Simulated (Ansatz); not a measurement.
A run of Ansatz 0.2.0 is set up as follows.

input.yaml

```yaml
crystal:
  lattice:
    - [2.539503294, 0.0, 0.0]
    - [0.0, 2.539503294, 0.0]
    - [0.0, 0.0, 25.7742]
  atoms:
    - { symbol: Co, position: [0.5, 0.5, 0.2909886631], spin: 2.0 }
    - { symbol: Co, position: [0.0, 0.0, 0.3606591087], spin: -2.0 }
    - { symbol: Co, position: [0.5, 0.5, 0.4303295544], spin: 2.0 }
    - { symbol: Co, position: [0.0, 0.0, 0.5], spin: -2.0 }
    - { symbol: Co, position: [0.5, 0.5, 0.5696704456], spin: 2.0 }
    - { symbol: Co, position: [0.0, 0.0, 0.6393408913], spin: -2.0 }
    - { symbol: Co, position: [0.5, 0.5, 0.7090113369], spin: 2.0 }
hamiltonian:
  xc: pbe
  pseudopotentials: { kind: paw }
magnetization:
  spin_polarized: true
kpoints:
  mp_grid: { grid: [10, 10, 1] }
scf:
  occupations: { method: fermi_dirac, width: 0.05 }
output:
  forces: true
  eigenvalues: true
efield:
  axis: 3
  dipole_correction: true
  ramp_width: 0.04
```

Potentials or basis: Ansatz PAW.

The run is started by

```sh
$ ansatz run input.yaml --threads 4 --pin off --max-ram 11264MiB --backend cpu --events-out ev --progress --plain --runs-dir out
```

Question: What does it give for the largest force?

Answer: 0.741 eV/Å.

Question: Estimate the absolute moment.

Answer: 13.48 μB per cell.

Forces on the atoms (eV/Å):
```
Co   0.000  0.000  0.741
Co   0.000  0.000 -0.326
Co   0.000  0.000  0.040
Co   0.000  0.000  0.000
Co   0.000  0.000 -0.040
Co   0.000  0.000  0.326
Co   0.000  0.000 -0.741
```

Caveat: the cell was measured hot, at 1300 K; the starting moments weren't kept.
